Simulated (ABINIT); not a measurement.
# Pd (Fm-3m) in ABINIT: a series of runs

The runs below take Pd through single point, relaxation of cell and atoms, with PBE, LDA.

Everything below comes from runs of ABINIT 10.8.3 (patched build). Logs are shortened: lines on timing, memory, paths and dates and some standing lists are left out, and cuts for length are marked. The log counts tension as positive stress, the text compression.

## Step 1: Starting point

The structure is cubic, space group Fm-3m (No. 225). Conventional cell: a = 3.893 Å, b = 3.893 Å, c = 3.893 Å, α = 90.00°, β = 90.00°, γ = 90.00°. Pd (site symmetry m-3m) has 12 Pd at 2.75 Å as nearest neighbours.

## Step 2: Single point, PBE

run.abi

```
pp_dirpath "./"
pseudos "Pd.upf"

acell 2.7527666992 2.7527666992 2.7527666992 Angstrom
rprim
     0.0000000000     0.7071067812     0.7071067812
     0.7071067812     0.0000000000     0.7071067812
     0.7071067812     0.7071067812     0.0000000000
ntypat 1
znucl 46
natom 1
typat 1
xred
     0.0000000000     0.0000000000     0.0000000000

ecut 37.0

kptopt 1
ngkpt 9 9 9
nshiftk 1
shiftk 0.0 0.0 0.0

ixc 11

nband 13
occopt 3
tsmear 0.00183747

nstep 100
tolvrs 1.0e-10

iomode 3
prtwf 0
prtden 0
prteig 0
prtebands 0
enunit 2
```

Potentials or basis: PseudoDojo NC SR PBE v0.4 stringent.

Command:

```console
$ abinit run.abi > log 2>&1
```

run.abo:

```text
.Version 10.8.3 of ABINIT
 Symmetries : space group Fm -3 m (#225); Bravais cF (face-center cubic)
================================================================================
 Values of the parameters that define the memory need of the present run
     intxc =       0    ionmov =       0      iscf =       7    lmnmax =       6
     lnmax =       6     mgfft =      30  mpssoang =       3    mqgrid =    3001
     natom =       1  nloc_mem =       1    nspden =       1   nspinor =       1
    nsppol =       1      nsym =      48    n1xccc =    2501    ntypat =       1
    occopt =       3   xclevel =       2
       mpw =        1083          nfft =       27000          nkpt =          35
================================================================================
================================================================================

--------------------------------------------------------------------------------
------------- Echo of variables that govern the present computation ------------
--------------------------------------------------------------------------------
 -outvars: echo values of preprocessed input variables --------
            acell      5.2019751500E+00  5.2019751500E+00  5.2019751500E+00 Bohr
              amu      1.06420000E+02
             ecut      3.70000000E+01 Hartree
           enunit           2
              ixc          11
         kptrlatt        9    0    0      0    9    0      0    0    9
          kptrlen      4.68177764E+01
            natom           1
            nband          13
            ngfft          30      30      30
             nkpt          35
            nstep         100
             nsym          48
           ntypat           1
           occopt           3
           prtden           0
        prtebands           0
           prteig           0
            prtwf           0
            rprim      0.0000000000E+00  7.0710678120E-01  7.0710678120E-01
                       7.0710678120E-01  0.0000000000E+00  7.0710678120E-01
                       7.0710678120E-01  7.0710678120E-01  0.0000000000E+00
          spgroup         225
           tolvrs      1.00000000E-10
           tsmear      1.83747000E-03 Hartree
            typat      1
            znucl       46.00000

================================================================================

 chkinp: Checking input parameters for consistency.

================================================================================
== DATASET  1 ==================================================================

--- !DatasetInfo
iteration_state: {dtset: 1, }
dimensions: {natom: 1, nkpt: 35, mband: 13, nsppol: 1, nspinor: 1, nspden: 1, mpw: 1083, }
cutoff_energies: {ecut:  37.0, pawecutdg:  -1.0, }
electrons: {nelect:   1.80000000E+01, charge:   0.00000000E+00, occopt:   3.00000000E+00, tsmear:   1.83747000E-03, }
meta: {optdriver: 0, ionmov: 0, optcell: 0, iscf: 7, paral_kgb: 0, }
...

 Exchange-correlation functional for the present dataset will be:
  GGA: Perdew-Burke-Ernzerhof functional - ixc=11
  J.P.Perdew, K.Burke, M.Ernzerhof, PRL 77, 3865 (1996)

 Real(R)+Recip(G) space primitive vectors, cartesian coordinates (Bohr,Bohr^-1):
 R(1)=  0.0000000  3.6783519  3.6783519  G(1)= -0.1359304  0.1359304  0.1359304
 R(2)=  3.6783519  0.0000000  3.6783519  G(2)=  0.1359304 -0.1359304  0.1359304
 R(3)=  3.6783519  3.6783519  0.0000000  G(3)=  0.1359304  0.1359304 -0.1359304
 Unit cell volume ucvol=  9.9538209E+01 bohr^3
 Angles (23,13,12)=  6.00000000E+01  6.00000000E+01  6.00000000E+01 degrees

 getcut: wavevector=  0.0000  0.0000  0.0000  ngfft=  30  30  30
         ecut(hartree)=     37.000   => boxcut(ratio)=   2.10848

--- Pseudopotential description ------------------------------------------------
- pspini: atom type   1  psp file is ./Pd.upf
12 -101130 2 -1 1252                          pspcod,pspxc,lmax,lloc,mmax
     nproj     2     2     2

   4.69660015E+02                                ecore*ucvol(ha*bohr**3)
--------------------------------------------------------------------------------

================================================================================

--- !BeginCycle
iteration_state: {dtset: 1, }
solver: {iscf: 7, nstep: 100, nline: 4, wfoptalg: 0, }
tolerances: {tolvrs: 1.00E-10, }
...

     iter   Etot(hartree)      deltaE(h)  residm     vres2
 ETOT  1  -135.38841171982    -1.354E+02 1.047E-01 2.029E+02
 ETOT  2  -135.40333949242    -1.493E-02 4.672E-03 2.755E+02
 ETOT  3  -135.48879750297    -8.546E-02 1.685E-03 2.125E-01
 ETOT  4  -135.48885592298    -5.842E-05 2.618E-04 2.717E-03
 ETOT  5  -135.48885642599    -5.030E-07 7.440E-06 1.790E-04
 ETOT  6  -135.48885648030    -5.431E-08 9.244E-06 3.638E-07
 ETOT  7  -135.48885648036    -6.281E-11 6.630E-07 1.849E-09
 ETOT  8  -135.48885648036     1.052E-12 5.985E-07 6.879E-11

 At SCF step    8       vres2   =  6.88E-11 < tolvrs=  1.00E-10 =>converged.

 Cartesian components of stress tensor (hartree/bohr^3)
  sigma(1 1)= -1.95047860E-04  sigma(3 2)=  0.00000000E+00
  sigma(2 2)= -1.95047860E-04  sigma(3 1)=  0.00000000E+00
  sigma(3 3)= -1.95047860E-04  sigma(2 1)=  0.00000000E+00

--- !ResultsGS
iteration_state: {dtset: 1, }
comment   : Summary of ground state results
lattice_vectors:
- [  0.0000000,   3.6783519,   3.6783519, ]
- [  3.6783519,   0.0000000,   3.6783519, ]
- [  3.6783519,   3.6783519,   0.0000000, ]
lattice_lengths: [   5.20198,    5.20198,    5.20198, ]
lattice_angles: [ 60.000,  60.000,  60.000, ] # degrees, (23, 13, 12)
lattice_volume:   9.9538209E+01
convergence: {deltae:  1.052E-12, res2:  6.879E-11, residm:  5.985E-07, diffor: null, }
etotal    :  -1.35488856E+02
entropy   :   0.00000000E+00
fermie    :   4.64378369E-01
cartesian_stress_tensor: # hartree/bohr^3
- [ -1.95047860E-04,   0.00000000E+00,   0.00000000E+00, ]
- [  0.00000000E+00,  -1.95047860E-04,   0.00000000E+00, ]
- [  0.00000000E+00,   0.00000000E+00,  -1.95047860E-04, ]
pressure_GPa:   5.7385E+00
xred      :
- [  0.0000E+00,   0.0000E+00,   0.0000E+00, Pd]
cartesian_forces: # hartree/bohr
- [  0.00000000E+00,   0.00000000E+00,   0.00000000E+00, ]
force_length_stats: {min:   0.00000000E+00, max:   0.00000000E+00, mean:   0.00000000E+00, }
...

 Integrated electronic density in atomic spheres:
 ------------------------------------------------
 Atom  Sphere_radius  Integrated_density
    1        2.00000         15.27362137
================================================================================

 ----iterations are completed or convergence reached----

 Mean square residual over all n,k,spin=   28.058E-10; max=  59.846E-08
 reduced coordinates (array xred) for    1 atoms
       0.000000000000      0.000000000000      0.000000000000
 rms dE/dt=  1.7176E-30; max dE/dt=  2.1036E-30; dE/dt below (all hartree)
    1      -0.000000000000      0.000000000000      0.000000000000

 cartesian coordinates (angstrom) at end:
    1      0.00000000000000     0.00000000000000     0.00000000000000

 cartesian forces (hartree/bohr) at end:
    1      0.00000000000000     0.00000000000000     0.00000000000000
 frms,max,avg= 0.0000000E+00 0.0000000E+00   0.000E+00  0.000E+00  0.000E+00 h/b

 cartesian forces (eV/Angstrom) at end:
    1      0.00000000000000     0.00000000000000     0.00000000000000
 frms,max,avg= 0.0000000E+00 0.0000000E+00   0.000E+00  0.000E+00  0.000E+00 e/A
 length scales=  5.201975150007  5.201975150007  5.201975150007 bohr
              =  2.752766699200  2.752766699200  2.752766699200 angstroms
 Fermi (or HOMO) energy (hartree) =   0.46438   Average Vxc (hartree)=  -0.50507
 Eigenvalues (hartree) for nkpt=  35  k points:
 kpt#   1, nband= 13, wtk=  0.00137, kpt=  0.0000  0.0000  0.0000 (reduced coord)
  -2.62731   -1.35972   -1.35972   -1.35972    0.20300    0.36067    0.36067    0.36067
   0.42003    0.42003    1.10609    1.28056    1.28056
      occupation numbers for kpt#   1
   2.00000    2.00000    2.00000    2.00000    2.00000    2.00000    2.00000    2.00000
   2.00000    2.00000    0.00000    0.00000    0.00000
 prteigrs : prtvol=0 or 1, do not print more k-points.

 Fermi (or HOMO) energy (eV) =  12.63638   Average Vxc (eV)= -13.74368
 Eigenvalues (   eV  ) for nkpt=  35  k points:
 kpt#   1, nband= 13, wtk=  0.00137, kpt=  0.0000  0.0000  0.0000 (reduced coord)
 -71.49268  -36.99993  -36.99993  -36.99993    5.52401    9.81427    9.81427    9.81427
  11.42955   11.42955   30.09825   34.84575   34.84575
 prteigrs : prtvol=0 or 1, do not print more k-points.

--- !EnergyTerms
iteration_state     : {dtset: 1, }
comment             : Components of total free energy in Hartree
kinetic             :  4.55393177792607E+01
hartree             :  2.58330081386617E+01
xc                  : -2.11750369556485E+01
Ewald energy        : -1.00962017141095E+02
psp_core            :  4.71838924915385E+00
local_psp           : -9.07269456870435E+01
non_local_psp       :  1.28510613497532E+00
internal            : -1.35488178481735E+02
'-kT*entropy'       : -6.77998623125571E-04
total_energy        : -1.35488856480358E+02
total_energy_eV     : -3.68683960571332E+03
band_energy         : -9.75574247382286E+00
...

 Cartesian components of stress tensor (hartree/bohr^3)
  sigma(1 1)= -1.95047860E-04  sigma(3 2)=  0.00000000E+00
  sigma(2 2)= -1.95047860E-04  sigma(3 1)=  0.00000000E+00
  sigma(3 3)= -1.95047860E-04  sigma(2 1)=  0.00000000E+00

-Cartesian components of stress tensor (GPa)         [Pressure=  5.7385E+00 GPa]
- sigma(1 1)= -5.73850617E+00  sigma(3 2)=  0.00000000E+00
- sigma(2 2)= -5.73850617E+00  sigma(3 1)=  0.00000000E+00
- sigma(3 3)= -5.73850617E+00  sigma(2 1)=  0.00000000E+00

== END DATASET(S) ==============================================================
================================================================================

 -outvars: echo values of variables after computation  --------
            acell      5.2019751500E+00  5.2019751500E+00  5.2019751500E+00 Bohr
           etotal     -1.3548885648E+02
            fcart      0.0000000000E+00  0.0000000000E+00  0.0000000000E+00
            rprim      0.0000000000E+00  7.0710678120E-01  7.0710678120E-01
                       7.0710678120E-01  0.0000000000E+00  7.0710678120E-01
                       7.0710678120E-01  7.0710678120E-01  0.0000000000E+00
           strten     -1.9504786042E-04 -1.9504786042E-04 -1.9504786042E-04
                       0.0000000000E+00  0.0000000000E+00  0.0000000000E+00
 Calculation completed.
```

Run time: 9.8 s. Hardware: 1 thread of Arm Neoverse V2, shared host; peak memory 0.06 GiB.

Results:

```
Free energy                                           : -3686.8396 eV
Pressure                                              : 5.7 GPa
Band gap on the k mesh                                : none (metal or under the smearing width)
Valence electrons inside the program's atomic spheres : Pd 15.27 (radii [1.0584] Å)
```

## Step 3: Relaxation of cell and atoms, LDA

run.abi

```
pp_dirpath "./"
pseudos "Pd.LDA_PW-JTH.xml"

acell 5.2019751464 5.2019751464 5.2019751464
rprim
     0.0000000000     0.7071067812     0.7071067812
     0.7071067812     0.0000000000     0.7071067812
     0.7071067812     0.7071067812     0.0000000000
ntypat 1
znucl 46
natom 1
typat 1
chkprim 0
chksymtnons 0
tolsym 1.0e-6
xred
            0.0            0.0            0.0

ecut 22.0
pawecutdg 44.0
pawovlp -1
ecutsm 0.5

kptopt 1
ngkpt 9 9 9
nshiftk 1
shiftk 0.0 0.0 0.0

ixc 7

nband 13
occopt 3
tsmear 0.05 eV

nstep 80
tolvrs 1.0e-10

iomode 3
prteig 0
prtebands 0
prtwf 0
prtden 0

ionmov 2
optcell 2
ntime 50
tolmxf 2.0e-5
dilatmx 1.08
```

Potentials or basis: JTH PAW LDA v2.0.

Command:

```console
$ mpirun --bind-to none -np 4 abinit run.abi > log 2>&1
```

Run time: 13 s. Hardware: 4 MPI ranks of Arm Neoverse V2, shared host; peak memory 0.44 GiB.

The run converged. Its results:

* Free energy: -3512.3933 eV
* Relaxed volume: 14.11 Å³/atom
* Relaxed cell: a = 2.713 Å, b = 2.713 Å, c = 2.713 Å, α = 60.00°, β = 60.00°, γ = 60.00°
* Space group after relaxing (to 0.05 Å): Fm-3m (No. 225)
* Energy gained by relaxing: 18.8 meV/atom
* Ionic steps: 5
* Pressure after relaxing: 0.0 GPa
* Band gap on the k mesh: none (metal or under the smearing width)

The path:
```csv
step,energy change (eV),largest force (eV/Å),pressure (GPa),volume (Å³)
1,0.0000,0.0000,-8.93,14.75
2,-0.0160,0.0000,-3.71,14.35
3,-0.0187,0.0000,0.46,14.08
4,-0.0188,0.0000,-0.01,14.11
5,-0.0188,0.0000,0.00,14.11
```

Final structure:
```cif
data_structure
_symmetry_space_group_name_H-M 'P 1'
_symmetry_Int_Tables_number 1
_cell_length_a 2.7125
_cell_length_b 2.7125
_cell_length_c 2.7125
_cell_angle_alpha 60.000
_cell_angle_beta 60.000
_cell_angle_gamma 60.000
_cell_volume 14.11
loop_
_atom_site_label
_atom_site_type_symbol
_atom_site_fract_x
_atom_site_fract_y
_atom_site_fract_z
_atom_site_occupancy
Pd1 Pd 0.00000 0.00000 0.00000 1
```

LDA usually gives volumes a few per cent too small. Zero-point motion and thermal expansion aren't in these numbers.
